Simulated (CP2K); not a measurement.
Runs of CP2K 2026.2 on SnO2. Symmetry: R-3m, No. 166, trigonal system. The conventional cell has a = 3.234 Å, b = 3.234 Å, c = 14.402 Å, α = 90.00°, β = 90.00°, γ = 120.00°. Sn (site symmetry -3m) has 6 O at 2.13 Å as nearest neighbours. O (site symmetry 3m) is surrounded by 3 Sn at 2.13 Å. Measurements of this composition are mostly on another form, of space group No. 136.

| level | potentials or basis | smearing | NGRIDS | points a segment of the path (NPOINTS) | bands added on the path | gap on the mesh (eV) | pressure (GPa) | largest force (eV/Å) |
| --- | --- | --- | --- | --- | --- | --- | --- | --- |
| TASK | POTENTIAL_UZH Sn GTH-SCAN-q4, O GTH-SCAN-q6; TZVP-MOLOPT-SCAN-GTH basis | fermi-dirac 0.05 eV | 4 | 6 | 6 | 2.97 | -16.8 | 1.53 |
| SCAN | POTENTIAL_UZH Sn GTH-SCAN-q4, O GTH-SCAN-q6; TZVP-MOLOPT-SCAN-GTH basis | fermi-dirac 0.05 eV | 5 | 6 | 4 | 2.10 | (a) | (c) |
| r2SCAN | POTENTIAL_UZH Sn GTH-SCAN-q4, O GTH-SCAN-q6; TZVP-MOLOPT-SCAN-GTH basis | fermi-dirac 0.1 eV | 5 | 10 | 2 | 2.20 | -18.1 | 1.37 |
| TB-mBJ | POTENTIAL_UZH Sn GTH-PBE-q4, O GTH-PBE-q6; TZVP-MOLOPT-PBE-GTH basis | fermi-dirac 0.05 eV | 4 | 6 | 2 | (b) | - | - |

Alike in all rows: task band structure; no spin polarisation; cell as given; k mesh 10 × 10 × 10.

Problem. Fill in the values left out.

Solution. (a) -17.8; (b) 2.62; (c) 1.27.

Caveats: spin-orbit coupling is left out, which moves the levels of the heavy elements; the basis of atomic orbitals isn't converged, which shifts pressures, moduli and gaps; so large a pressure means that the cell lies far from this level's equilibrium, or that cutoff or potentials fall short (some runs); the potentials were made for another functional, which shifts forces and pressure (some runs); forces of over 1 eV/Å show positions far from the minimum, so gaps and moduli don't describe the material at rest (some runs); this is a model potential without an energy functional, so only levels have meaning (some runs).

A k mesh can miss the band edges, and the runs leave out spin-orbit coupling on Sn.
